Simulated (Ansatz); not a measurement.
# InP: energy along a strain

InP, F-43m, a = 5.861 Å (as given, not relaxed at this level: 1.7 GPa). Ansatz: r2SCAN, PAW, 500 eV, Γ-centred 8×8×8 mesh on 2 atoms, Gaussian smearing 0.05 eV; no spin polarisation. Cell vectors (Å): 0.000 2.930 2.930; 2.930 0.000 2.930; 2.930 2.930 0.000. The cell is strained by x per cent times the pattern (0 1 0 0 0 0) in the order xx yy zz yz xz xy (engineering shears), with fractional coordinates held. y is the free energy over the start, V0 = 25.167 Å³/atom.

```tsv
x (%)	y (meV/atom)
-4.00	24.13
-3.00	15.51
-2.00	8.64
-1.00	?
0.00	0.00
1.00	-1.82
2.00	-2.03
3.00	-0.65
3.50	0.62
4.00	2.27
```

Task: Fit y = c1 x + c2 x² + c3 x³ to the other rows, get the stiffness along the pattern, and predict the missing energy.

Result: Least squares on the rows shown. y = −2.6440 x + 0.82522 x² − 0.0055174 x³. The clamped-ion stiffness p·C·p = 2 × 8.252 eV × 160.2 / 25.167 Å³ = 105 GPa, which is C22 in these axes (C11 of the cubic crystal) (second derivative at the start, which stands under stress). At x = -1.00 the fit asked for gives 3.47 meV/atom. The run gave 3.48 meV/atom, so the fit is 0.01 meV/atom too low, a small miss on the scale of the series.